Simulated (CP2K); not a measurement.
PbF2 (Fluorocronite) under changes of volume

One of the cells (17.354 Å³/atom); the others are scaled copies at fixed shape and fractional positions:

```xyz
3
Lattice="4.1912 0.0000 0.0000 2.0956 3.6297 0.0000 2.0956 1.2099 3.4221" Properties=species:S:1:pos:R:3 pbc="T T T"
Pb    0.0000    0.0000    0.0000
F     6.2869    3.6297    2.5666
F     2.0956    1.2099    0.8555
```

```yaml
Program: CP2K 2026.2
Functional: LDA
Potentials_or_basis: GTH_POTENTIALS Pb GTH-PADE-q4, F GTH-PADE-q7; TZVP-MOLOPT-PBE-GTH basis
Density_cutoff: 10204 eV
k_mesh: 8 × 8 × 8
Occupations: fermi-dirac, width 0.05 eV
Spin: no spin polarisation
```

```csv
volume (Å³/atom),energy over the lowest point (meV/atom),pressure (GPa),gap on the mesh (eV)
16.313,0.00,-0.5,4.15
16.660,2.91,-2.1,4.16
17.007,9.17,-3.6,4.17
17.354,?,?,?
17.701,30.29,-6.0,4.17
18.048,44.50,-7.1,4.16
18.395,60.76,-7.9,4.15
```

What does the run at 17.354 Å³/atom give?

Energy over the lowest point 18.42 meV/atom; pressure -4.9 GPa; gap on the mesh 4.17 eV.

Worked out: A Birch-Murnaghan fit of order 3 (a polynomial in V^(-2/3)) to the other rows has its minimum at 16.22 Å³/atom, just outside them, with B0 = V·E''(V) = 85 GPa and B' = 4.7. It gives 18.42 meV/atom at 17.354 Å³/atom, against the run's 18.42, and -dE/dV = -4.9 GPa, against -4.9. A parabola through the other rows of the gap, of slope -0.0171 eV per unit of ln V there, gives 4.17 eV, against the run's 4.17.

Energies are extrapolated to zero smearing.

Caveats: spin-orbit coupling is left out, which as a rule narrows the gap of such compounds by several tenths of an eV; the basis of atomic orbitals isn't converged, which shifts pressures, moduli and gaps.

A mesh can miss the band edges.
